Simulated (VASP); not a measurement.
The system is Cu.

```
Cu
1.0
    -1.44279    1.44279    1.37608
     1.44279   -1.44279    1.37608
     1.44279    1.44279   -1.37608
Cu
1
Direct
  0.00000 0.00000 0.00000
```

This isn't the form of Cu at room conditions, which is fcc.

* Program: VASP 6.6.1
* Task: relaxation of cell and atoms
* Functional: LDA
* Potentials or basis: VASP PAW LDA potentials, release 64 (Cu)
* Cutoff: 600 eV
* k mesh: 12 × 12 × 12
* Occupations: fermi-dirac, width 0.05 eV
* Spin: no spin polarisation

At the start: pressure -7.0 GPa; volume 11.46 Å³/atom.

Problem. Where does the relaxation end?

Solution. Over 10 steps the energy falls by 13.8 meV/atom and the volume is 10.99 Å³/atom (-4.1 %); space group I4/mmm (No. 139, to 0.05 Å).

Step by step:
| step | energy change (eV) | largest force (eV/Å) | pressure (GPa) | volume (Å³) |
| --- | --- | --- | --- | --- |
| 1 | 0.0000 | 0.0000 | -7.02 | 11.46 |
| 2 | -0.0057 | 0.0000 | 6.01 | 10.65 |
| 3 | -0.0114 | 0.0000 | 0.12 | 10.97 |
| 4 | -0.0120 | 0.0000 | 0.05 | 10.97 |
| 5 | -0.0135 | 0.0000 | 0.33 | 10.96 |
| 6 | -0.0120 | 0.0000 | 1.13 | 10.94 |
| 7 | -0.0137 | 0.0000 | 0.49 | 10.96 |
| 8 | -0.0137 | 0.0000 | 0.49 | 10.96 |
| 9 | -0.0135 | 0.0000 | -1.02 | 11.05 |
| 10 | -0.0138 | 0.0000 | 0.01 | 10.99 |

Final structure:
```xyz
1
Lattice="-1.4432 1.4432 1.3188 1.4432 -1.4432 1.3188 1.4432 1.4432 -1.3188" Properties=species:S:1:pos:R:3 pbc="T T T"
Cu    2.8864    0.0000    0.0000
```
